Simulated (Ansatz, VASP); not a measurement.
## Two plane-wave programs on RbBr

```xyz
2
Lattice="4.3202 0.0000 0.0000 0.0000 4.3202 0.0000 0.0000 0.0000 4.3202" Properties=species:S:1:pos:R:3 pbc="T T T"
Rb    0.0000    0.0000    0.0000
Br    2.1601    2.1601    2.1601
```

Change from the starting cell: hydrostatic strain +4.8%.

Alike in both runs: task single point; functional r2SCAN; k mesh 6 × 6 × 6; no spin polarisation.

|  | VASP | Ansatz |
| --- | --- | --- |
| version | VASP 6.6.1 | Ansatz 0.2.0 |
| potentials or method | VASP PAW PBE potentials, release 64 (Rb_sv, Br) | plane waves, PAW |
| plane-wave cutoff (eV) | 520 | 500 |
| occupations | gaussian, width 0.01 eV | fixed |
| valence electrons in the cell | 16 | 16 |

```tsv
	VASP	Ansatz	Ansatz less VASP
gap on the k mesh at the Fermi level (eV)	4.37	4.37	-0.003
pressure (GPa)	-1.7	-1.7	-0.01
```

Caveats: the PAW data sets were made with another functional, which shifts forces and pressure a little (VASP). A k mesh can miss the band edges.
